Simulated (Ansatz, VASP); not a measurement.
One calculation of InP, two programs

File INCAR:

```
SYSTEM = InP
  PREC = Accurate
  ENCUT = 520
  EDIFF = 1E-6
  ISMEAR = -1
  SIGMA = 0.05
  LREAL = .FALSE.
  LASPH = .TRUE.
  NELM = 60
  ALGO = Normal
  ISIF = 2
  LWAVE = .FALSE.
  LCHARG = .FALSE.
  GGA = PE
  ALDAC = 0.0
  AGGAC = 0.0
  NBANDS = 16
```

The input KPOINTS:

```
Automatic mesh
0
G
  8 8 8
  0 0 0
```

The input POSCAR:

```
InP
1.0
    0.0000000000      2.8706770916      2.8706770916
    2.8706770916      0.0000000000      2.8706770916
    2.8706770916      2.8706770916      0.0000000000
In P
1 1
Direct
    0.0000000000      0.0000000000      0.0000000000
    0.7500000000      0.7500000000      0.7500000000
```

File input.yaml:

```yaml
crystal:
  lattice:
    - [0.0, 2.8706770916, 2.8706770916]
    - [2.8706770916, 0.0, 2.8706770916]
    - [2.8706770916, 2.8706770916, 0.0]
  atoms:
    - { symbol: In, position: [0.0, 0.0, 0.0] }
    - { symbol: P, position: [0.75, 0.75, 0.75] }
hamiltonian:
  xc: { exchange: pbe, correlation: none }
  pseudopotentials: { kind: paw }
kpoints:
  mp_grid: { grid: [8, 8, 8] }
scf:
  occupations: { method: fermi_dirac, width: 0.05 }
output:
  forces: true
  stress: true
  eigenvalues: true
  write_density: true
  write_potential: true
  elf: true
  volumetric_format: npy
```

Alike in both runs: task single point; functional PBE exchange alone; k mesh 8 × 8 × 8; occupations fermi-dirac, width 0.05 eV; no spin polarisation.

```csv
,VASP,Ansatz
version,VASP 6.6.1,Ansatz 0.2.0
potentials or method,"VASP PAW PBE potentials, release 64 (In_d, P)",Ansatz PAW
plane-wave cutoff (eV),520,420
valence electrons in the cell,18,18
```

|  | VASP | Ansatz | Ansatz less VASP |
| --- | --- | --- | --- |
| gap on the k mesh at the Fermi level (eV) | 1.04 | 1.04 | -0.001 |
| least direct gap on the mesh (eV) | 1.04 | 1.04 | -0.001 |
| pressure (GPa) | 18.5 | 18.6 | +0.10 |

Caveats: spin-orbit coupling is left out, which moves the levels of the heavy elements; so large a pressure means that the cell lies far from this level's equilibrium, or that cutoff or potentials fall short (VASP); the PAW data sets come from PBE, with cores solved anew for the run's functional, which leaves a small shift of forces and pressure (Ansatz).
